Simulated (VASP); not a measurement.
**Li₂O (antifluorite): computed properties**

Computed with PBEsol GGA, VASP's PBE PAW potentials (set 64) (plane waves; VASP).

For Li$_{2}$O, the space group is Fm-3m (225) and the cell is a = b = c = 4.585 Å, α = β = γ = 90.00°. The volume per atom is 8.03 Å³/atom and the band gap (over mesh and band path) is 4.86 eV. The smallest direct gap (over mesh and band path) comes out as 5.33 eV. The Hill bulk modulus is 83.8 GPa and the Hill shear modulus is 72.0 GPa. The Poisson's ratio comes out as 0.166 and the band-edge character is indirect, Γ to X. The density is 2.06 g/cm³ and the mean ε∞ (DFPT) is 2.96. The mean ε∞ (independent particles) is 3.02 and the C11 is 210 GPa. The C12 comes out as 20.8 GPa and the C44 is 60.0 GPa.

```
CELL_PARAMETERS angstrom
      0.00000     2.29225     2.29225
      2.29225     0.00000     2.29225
      2.29225     2.29225     0.00000
ATOMIC_POSITIONS crystal
  Li 0.25000 0.25000 0.25000
  Li 0.75000 0.75000 0.75000
  O  0.00000 0.00000 0.00000
```

Measured: gap 8.00 eV (computed value off by -3.14 eV), as given by Das et al., (2018), arXiv:1807.05623; ε∞ 2.68 (computed value off by +10.3 %), as given by Priya Sony et al., Physical Review B (2008), arXiv:0801.3308.

The compound is Li2O in the antifluorite structure. It was relaxed first. Symmetry was kept, so distortions that lower it aren't found.
